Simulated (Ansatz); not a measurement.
# Ca (dhcp type): how the settings move a single-point run

Aim: see which settings change the result for Ca (dhcp type), by how much, and at what cost.

Computed with Ansatz 0.2.0 (reference: DFT, PBE, all-electron LAPW, scalar-relativistic, unless a step's input says otherwise).

1 further run of the same task is left out (it didn't finish).

## (1) Starting point

The structure is hexagonal, space group P6_3/mmc (No. 194). Conventional cell: a = 3.900 Å, b = 3.900 Å, c = 12.851 Å, α = 90.00°, β = 90.00°, γ = 120.00°. Around Ca (site symmetry -3m) lie 12 Ca at 3.90 to 3.92 Å. Around Ca (site symmetry -6m2) lie 12 Ca at 3.90 to 3.92 Å.

As a file:

```cif
data_structure
_symmetry_space_group_name_H-M 'P 1'
_symmetry_Int_Tables_number 1
_cell_length_a 3.8997
_cell_length_b 3.8997
_cell_length_c 12.8505
_cell_angle_alpha 90.000
_cell_angle_beta 90.000
_cell_angle_gamma 120.000
_cell_volume 169.24
loop_
_atom_site_label
_atom_site_type_symbol
_atom_site_fract_x
_atom_site_fract_y
_atom_site_fract_z
_atom_site_occupancy
Ca1 Ca 0.00000 0.00000 0.00000 1
Ca2 Ca 0.00000 0.00000 0.50000 1
Ca3 Ca 0.33333 0.66667 0.25000 1
Ca4 Ca 0.66667 0.33333 0.75000 1
```

## (2) Baseline

Input file input.yaml:

```yaml
crystal:
  lattice:
    - [3.8997101128, 0.0, 0.0]
    - [-1.9498550564, 3.377248025, 0.0]
    - [0.0, 0.0, 12.8505031725]
  atoms:
    - { symbol: Ca, position: [0.0, 0.0, 0.0] }
    - { symbol: Ca, position: [0.0, 0.0, 0.5] }
    - { symbol: Ca, position: [0.3333333333, 0.6666666667, 0.25] }
    - { symbol: Ca, position: [0.6666666667, 0.3333333333, 0.75] }
kpoints:
  mp_grid: { grid: [10, 10, 3] }
  band_path:
    path:
      - [0.0, 0.0, 0.0]
      - [0.5, 0.0, 0.0]
      - [0.3333333333, 0.3333333333, 0.0]
      - [0.0, 0.0, 0.0]
      - [0.0, 0.0, 0.5]
      - [0.5, 0.0, 0.5]
      - [0.3333333333, 0.3333333333, 0.5]
      - [0.0, 0.0, 0.5]
      - [0.5, 0.0, 0.5]
    npoints: 14
scf:
  occupations: { method: fermi_dirac, width: 0.08 }
hamiltonian:
  xc: pbe
  pseudopotentials: { kind: all_electron, lapw: { basis_error: 0.001 } }
output:
  forces: true
  stress: true
  eigenvalues: true
  populations: true
  dos: { projected: true, de: 0.2, e_range: [-14, 8] }
```

Started as:

```
$ ansatz run input.yaml --threads 1 --pin off --max-ram 3072MiB --backend cpu --events-out ev --progress --plain --runs-dir out
```

The main lines of its log:

```text
[...]
Basis set: ecut = 81.9577585358449 eV, 265 PW (Γ), exchange–correlation at level 2
[...]
k-points: 28 of 300
[...]
SCF iter   1: F=—  HF=-74057.908290 eV  |F-HF|=—  |Δ(HF+E_count)|=         —  Δρ=3.18e-3  dr2=3.17e-2  ethr=8.49e-5  ⟨swp⟩=7.9  Hψ=10419  notcnv=0
[...]
preconditioner: auto → Kerker (q_TF=auto, 2.145 Å⁻¹)  [metal: Δε(μ)=0.019 eV  Ē_g=2.511 eV  σ=0.080 eV  W_gap=0.06  n_scr=38 (ndim 8)  ℏωp=8.1 eV  f_vac=0.000  D(μ)=5.17/eV (n_scr^D=38)]
SCF iter   2: F=—  HF=-74057.913127 eV  |F-HF|=—  |Δ(HF+E_count)|=   4.84e-3  Δρ=2.56e-3  dr2=2.14e-2  ethr=7.93e-5  ⟨swp⟩=2.4  Hψ=2562  notcnv=0
[...]
SCF iter   7: F=—  HF=-74057.923203 eV  |F-HF|=—  |Δ(HF+E_count)|=   1.30e-6  Δρ=1.91e-5  dr2=9.80e-7  ethr=1.45e-8  ⟨swp⟩=2.4  Hψ=2556  notcnv=0
SCF iter   8: F=-74057.923203 eV  HF=-74057.923203 eV  |F-HF|=3.10e-9  |Δ(HF+E_count)|=   8.03e-8  Δρ=3.61e-6  dr2=4.26e-8  ethr=2.45e-9  ⟨swp⟩=2.0  Hψ=2537  notcnv=0
[...]
SCF converged after 8 iterations
Free energy (F): -74057.923203 eV
[...]
E sigma→0 (E₀):  -74057.868908 eV
[...]
Fermi energy:    5.245775 eV
[...]
  P = ⅓ Tr σ = 0.0057 GPa (0.057 kbar)
[...]
```

Run time: 11 s. Hardware: 1 thread of Intel Xeon 6975P-C (Granite Rapids), shared host; peak memory 0.34 GiB.

## (3) A run with other settings

Changes to input.yaml since step 2:

```diff
@@ -26,2 +26,3 @@
   occupations: { method: fermi_dirac, width: 0.08 }
+  convergence: { dr2_threshold: 0.0001 }
 hamiltonian:
@@ -34,2 +35 @@
   populations: true
-  dos: { projected: true, de: 0.2, e_range: [-14, 8] }
```

Started as:

```
$ ansatz run input.yaml --threads 1 --pin off --max-ram 3072MiB --backend cpu --events-out ev --progress --plain --runs-dir out
```

The log of the run:

```text
Warning: scf.convergence.dr2_threshold = 1e-4 eV is looser than this run's default, which is 1e-7 eV or tighter. The error in the forces grows as the threshold's square root, so leave the key out unless less accurate forces are enough
Warning: output.stress: scf.convergence.dr2_threshold = 1e-4 eV is looser than the 1e-7 eV advised for a printed stress on datasets or a basis made for the crystal, by an estimate of what a threshold leaves in their stress. Set scf.convergence.dr2_threshold to 1e-7 eV or tighter
Ca: projections on atomic orbitals take those of the free atom 1s2 2s2 2p6 3s2 3p6 4s2, of charge +0.00 (hamiltonian.pseudopotentials.projection_atoms)
LAPW: plane waves up to 4.638 Å⁻¹, error target 1.0e-3 eV per atom; small_component_spin mean_spin; Ca in spheres of 1.950 Å, 10 of its electrons in bands, Dirac shells []
Engine: ansatz 0.2.0
Pseudopotentials: kind: all_electron
Pseudopotential: Ca, LAPW, valence charge 10, Koelling and Harmon's equation, gaussian nucleus
Functional definition: PBE
  parameter kappa = 0.804
  parameter beta = 0.06672455060314922
  exchange = pbe_x(kappa = kappa, mu = beta*pi^2/3)
  correlation = pbe_c(beta = beta)
Crystal: 4 atoms, lattice volume = 169.245 Å³
Basis set: ecut = 81.9577585358449 eV, 265 PW (Γ), exchange–correlation at level 2
Bands: 24, of which v1, the nominal top of the filled ones, is band 20 counted from 1 (19 counted from 0)
Symmetry: 24 space group operations
Space group: P63/mmc (ITA 194), of the structure as read, at distance tolerance 5.5e-5 Å
k-points: 28 of 300
Non-local potential: Ca, projectors of the file, none
Initial density: superposition of atomic densities (chi_scale 0.1, normalization cell)
Initial wavefunctions: plane waves of lowest kinetic energy (no species holds an atomic orbital)
Functional: x = pbe(κ = 0.804, μ = 0.2195149727645171), c = pbe(β = 0.06672455060314922)
iter 1 solved again at ethr=8.49e-5 eV; its pass at ethr=1.00e-1 eV (dr2=3.39e-2 eV) is discarded
SCF iter   1: F=—  HF=-74057.908290 eV  |F-HF|=—  |Δ(HF+E_count)|=         —  Δρ=3.18e-3  dr2=3.17e-2  ethr=8.49e-5  ⟨swp⟩=7.9  Hψ=10419  notcnv=0
automatic band count: the SCF goes on with 28 bands, as 24 were too few: the levels above may hold too much charge
preconditioner: auto → Kerker (q_TF=auto, 2.145 Å⁻¹)  [metal: Δε(μ)=0.019 eV  Ē_g=2.511 eV  σ=0.080 eV  W_gap=0.06  n_scr=38 (ndim 8)  ℏωp=8.1 eV  f_vac=0.000  D(μ)=5.17/eV (n_scr^D=38)]
SCF iter   2: F=—  HF=-74057.913127 eV  |F-HF|=—  |Δ(HF+E_count)|=   4.84e-3  Δρ=2.56e-3  dr2=2.14e-2  ethr=7.93e-5  ⟨swp⟩=2.4  Hψ=2562  notcnv=0
SCF iter   3: F=—  HF=-74057.922190 eV  |F-HF|=—  |Δ(HF+E_count)|=   9.06e-3  Δρ=1.45e-3  dr2=7.46e-3  ethr=5.35e-5  ⟨swp⟩=2.0  Hψ=2536  notcnv=0
iter 4 solved again at ethr=1.49e-6 eV; its pass at ethr=1.86e-5 eV (dr2=5.97e-4 eV) is discarded
SCF iter   4: F=—  HF=-74057.923141 eV  |F-HF|=—  |Δ(HF+E_count)|=   9.51e-4  Δρ=3.91e-4  dr2=5.94e-4  ethr=1.49e-6  ⟨swp⟩=2.0  Hψ=4122  notcnv=0
SCF iter   5: F=-74057.923192 eV  HF=-74057.923207 eV  |F-HF|=1.42e-5  |Δ(HF+E_count)|=   6.53e-5  Δρ=8.07e-5  dr2=2.53e-5  ethr=1.49e-6  ⟨swp⟩=2.0  Hψ=2537  notcnv=0
SCF 1 converged in 5 iterations: F = -74057.923192 eV  dr2 = 2.53e-5
NSCF: frozen V_eff on 113 k-points
SCF converged after 5 iterations
Free energy (F): -74057.923192 eV
Harris-Foulkes:  -74057.923207 eV  (|F-HF|=1.42e-5)
Internal energy: -74057.814589 eV  (E = F + TS)
E sigma→0 (E₀):  -74057.868891 eV
Entropy (-TS):   -0.108603 eV (-27.151 meV/atom)
Fermi energy:    5.245747 eV
--- Per-component energies (eV) ---
  E_band       = -690.151093
  E_kinetic    = 74635.440341
  E_xc         = -3932.360531
  E_electrostatic = -144760.894400  (all electrons and nuclei)
  E_smearing   = -0.108603  (= −TS)
  E_closure    = 0.000000  (closes the sum)
  E_atoms      = -74050.242350  (free atoms, spherical and without spin; not in F)
  Σ components = -74057.923192   (vs F -74057.923192, Δ=0.00e0)
  Basis errors (estimates in eV, not in F): energy 3.1e-4 per atom: plane waves 3.0e-4 (1.5e-4 summed), levels above the bands 2.0e-14, relativity 3.3e-9, radial functions 6.5e-6, core shells 8.5e-11; eigenvalues (radial functions only) 1.3e-6; not estimated: angular momenta, meshes, grids; target (lapw.basis_error) 1.0e-3; muffin-tin radii Ca 1.950 Å
--- Forces (eV/Å), atoms counted from 1 ---
  atom   1  Ca     0.00000000     0.00000000    -0.00000000
  atom   2  Ca     0.00000000     0.00000000     0.00000000
  atom   3  Ca    -0.00000000     0.00000000     0.00000000
  atom   4  Ca     0.00000000    -0.00000000     0.00000000
  max |Σ_I F_I| component: 5.78e-19 eV/Å
--- Stress (GPa, compression-positive) ---
        0.009208      -0.000000       0.000000
        0.000000       0.009208       0.000000
        0.000000       0.000000      -0.001152
  P = ⅓ Tr σ = 0.0058 GPa (0.058 kbar)
--- Band table (eV; the first three rows and the last of 28) ---
  k-point 0: bands = ["-36.8138", "-36.8083", "-36.8065", "-36.8009", "-17.8576", "-17.7929", "-17.7903", "-17.7483", "-17.7483", "-17.7399", "-17.7399", "-17.7386", "-17.7386", "-17.7302", "-17.7302", "-17.7244", "1.1946", "2.1970", "2.1986", "4.1974", "5.0111", "6.6043", "6.6188", "7.4623", "7.4623", "7.5041", "7.5133", "7.5133"]
  k-point 1: bands = ["-36.8130", "-36.8107", "-36.8041", "-36.8018", "-17.8489", "-17.8248", "-17.7581", "-17.7471", "-17.7471", "-17.7438", "-17.7438", "-17.7347", "-17.7347", "-17.7335", "-17.7314", "-17.7314", "1.3114", "1.6538", "2.8983", "3.6718", "5.4658", "6.0733", "7.0645", "7.3853", "7.4953", "7.4953", "7.5335", "7.5335"]
  k-point 2: bands = ["-36.8127", "-36.8074", "-36.8056", "-36.8003", "-17.8533", "-17.7944", "-17.7920", "-17.7582", "-17.7514", "-17.7473", "-17.7461", "-17.7423", "-17.7411", "-17.7405", "-17.7320", "-17.7259", "1.3468", "2.3376", "2.3392", "4.3482", "5.0283", "6.5727", "6.6233", "7.2623", "7.3386", "7.3748", "7.5615", "7.5938"]
  k-point 27: bands = ["-36.7983", "-36.7981", "-36.7962", "-36.7960", "-17.8387", "-17.8354", "-17.8346", "-17.8256", "-17.8136", "-17.8101", "-17.8013", "-17.7961", "-17.7705", "-17.7632", "-17.7577", "-17.7542", "4.6170", "4.8176", "5.2591", "5.3078", "5.4232", "5.4946", "5.5332", "5.8065", "6.1387", "6.2547", "6.3381", "6.5868"]
--- Löwdin populations: 4 sites ---
  site symbol       q [e]
     0     Ca     19.4863
     1     Ca     19.4863
     2     Ca     19.4783
     3     Ca     19.4783
  spilling = 0.025884 (of n_electrons = 80.000000)
```

Wall time 10 s (1 thread of Intel Xeon 6975P-C (Granite Rapids), shared host); peak memory 0.33 GiB.

## (4) A look at that input

The program finished normally, with warnings (force scf threshold loose, stress scf threshold loose). Its log warns: «scf.convergence.dr2_threshold = 1e-4 eV is looser than this run's default, which is 1e-7 eV or tighter. The error in the forces grows as the threshold's square root ...»

In the input, scf.convergence.dr2_threshold is 0.0001. The threshold is looser than the default, so the loop may stop short of self-consistency.

To undo it: delete scf.convergence.dr2_threshold (the default then holds).

Same state: the changed convergence setting leaves the energy within 0.5 meV/atom.

## (5) Side by side

| run | ending | energy change | pressure (GPa) | gap (eV) | force (eV/Å) | cycles | time |
| --- | --- | --- | --- | --- | --- | --- | --- |
| reference | converged | 0 | 0.0 | 0.00 | 0.00 | 8 | 11 s |
| 1: dr2_threshold 0.0001 | converged | 0.0 meV/atom | 0.0 | 0.00 | 0.00 | 5 | 10 s |

Times don't compare one to one where runs were asked for different outputs or read a saved state (see the inputs); cycles may leave out searches for a lower state.

Residual by cycle in the longest SCF loop of each run; runs are numbered as in the table. The quantity is the density residual dr2, in eV.

| cycle | reference | run 1 |
| --- | --- | --- |
| 1 | 0.0317 | 0.0317 |
| 2 | 0.0214 | 0.0214 |
| 3 | 0.00746 | 0.00746 |
| 4 | 5.9e-4 | 5.9e-4 |
| 5 | 2.5e-5 | 2.5e-5 |
| 6 | 5.8e-6 | - |
| 7 | 9.8e-7 | - |
| 8 | 4.3e-8 | - |

With the changed convergence setting the energy agrees within 0.5 meV/atom.
